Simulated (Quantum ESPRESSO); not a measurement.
**Ti2O: changing the pressure**

The cell as given:

It takes space group P-3m1 (No. 164, trigonal). Conventional cell: a = 2.919 Å, b = 2.919 Å, c = 4.713 Å, α = 90.00°, β = 90.00°, γ = 120.00°. Ti (site symmetry 3m) is surrounded by 3 O at 2.14 Å. O (site symmetry -3m) is surrounded by 6 Ti at 2.14 Å.

Kept alike: task relaxation of cell and atoms; functional PBEsol; k mesh 10 × 10 × 6; occupations fermi-dirac, width 0.05 eV; no spin polarisation. Program: Quantum ESPRESSO, GBRV 1.5 PBEsol, cutoff 707 eV. The mesh is that of the run's cell of 3 atoms. No spin-orbit coupling.

| pressure, P (GPa) | volume (Å³/atom) | first edge of the run's cell (Å) | third edge of the run's cell (Å) |
| --- | --- | --- | --- |
| 0 | 11.898 | 2.953 | 4.726 |
| 2 | 11.780 | 2.942 | 4.713 |
| 5 | 11.614 | 2.928 | 4.694 |
| 10 | 11.364 | 2.905 | 4.666 |
| 20 | 10.932 | 2.864 | 4.616 |
| 30 | 10.570 | 2.829 | 4.574 |

The relaxations keep at least the cell's symmetry (P-3m1). For a metal such a mesh leaves the last digits unconverged. The runs follow the start's structure, whether or not it is the stable one at these pressures.

The volume falls from 11.898 to 10.570 Å³/atom between 0 and 30 GPa. The volume falls ever more slowly, since the solid stiffens under load. At the pressures aimed at, which the runs meet within some tenths of a GPa, the step from 0 to 5 GPa gives a mean bulk modulus near 207 GPa, the last step 297 GPa. The first edge of the run's cell falls from 2.953 to 2.829 Å between 0 and 30 GPa. The third edge of the run's cell falls from 4.726 to 4.574 Å between 0 and 30 GPa.

Ti2O contracts almost evenly under pressure, but the basal edge shortens proportionally more than the third edge, so the axial ratio rises at every step. This is the opposite of what the layered anti-CdI2 arrangement might suggest. In a van der Waals solid of that type, the stacking axis would be by far the softer one. Here the layers without oxygen are bounded by titanium on both sides, and the electrons left over in this metal-rich suboxide occupy Ti 3d states that can bond across the gap. The compound is thus better seen as hexagonal close-packed titanium with oxygen ordered in alternate layers of octahedral interstices than as a stack of weakly held sheets. The Ti–O bonds, partly ionic and partly O 2p–Ti 3d covalent, probably account for much of its resistance to compression, which is well above that of elemental titanium. Because the height of Ti along the axis is free to change, the cell edges alone don't show how the axial shortening is shared between the oxygen-filled and the empty layers.
